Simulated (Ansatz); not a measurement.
# A vibration from a frozen displacement in MgO

Level of theory: DFT PBEsol, scalar-relativistic, plane waves, PAW in Ansatz. Cutoff 420 eV, Γ-centred 10×10×10 k-points, Gaussian smearing of 0.05 eV. No spin polarisation. Energies are free energies at this smearing, counted from the undisturbed cell; pressure is positive in compression.

Zero of the scan (as given, not relaxed at this level; it stands at -5.8 GPa):

```yaml
crystal:
  lattice:
    - [0.00000, 2.13515, 2.13515]
    - [2.13515, 0.00000, 2.13515]
    - [2.13515, 2.13515, 0.00000]
  atoms:
    - { symbol: Mg, position: [0.00000, 0.00000, 0.00000] }
    - { symbol: O, position: [0.50000, 0.50000, 0.50000] }
```

Every O atom is moved by x along the Cartesian unit vector (0.000, 0.000, 1.000); the cell and all other atoms stay fixed. The cell's volume is 19.47 Å³; the moved atoms weigh 15.999 u together and the others 24.305 u. Some rows repeat others by symmetry and weren't run.

```
  x (Å)  ΔE (meV/cell) total force on the moved atoms along the move (eV/Å) pressure (GPa)
-0.1000          22.67                                                0.4705         -4.9206
-0.0875          17.21                                                0.4047         -5.1192
-0.0750          12.55                                                0.3417         -5.2904
-0.0625           8.66                                                0.2811         -5.4344
-0.0500           5.51                                                0.2225         -5.5517
-0.0375           3.09                                                0.1655         -5.6425
-0.0250           1.37                                                0.1097         -5.7071
-0.0125           0.34                                                0.0546         -5.7459
 0.0000           0.00                                                0.0000         -5.7588
 0.0125           0.34                                               -0.0546         -5.7459
 0.0250           1.37                                               -0.1097         -5.7071
 0.0375           3.09                                               -0.1655         -5.6425
 0.0500           5.51                                               -0.2225         -5.5517
 0.0625           8.66                                               -0.2811         -5.4344
 0.0750          12.55                                               -0.3417         -5.2904
 0.0875          17.21                                               -0.4047         -5.1192
 0.1000          22.67                                               -0.4705         -4.9206
```

Q: What frequency belongs to this motion?

A: The force constant is k = −dF/dx = 4.368 eV/Å², from the parabola through x = -0.0125, 0 and 0.0125. In every cell the moved atoms swing against the rest, so the mass is μ = m₁m₂/(m₁ + m₂) = 9.648 u, and ν̃ = 521.5 cm⁻¹ × √(|k|/μ) = 351 cm⁻¹, at this cell's pressure of -5.8 GPa. To first order in x, and within 1 %, the force on every atom lies along the move and, within each of the two groups, in proportion to the atom's mass, so this is itself a mode at the zone centre of this cell, taken without macroscopic field (the transverse frequency in a polar insulator).

Q: How far does the harmonic law reach?

A: At x = -0.100 Å, kx²/2 = 21.84 meV against the computed 22.67 meV (+3.8 %): the well is still close to harmonic there.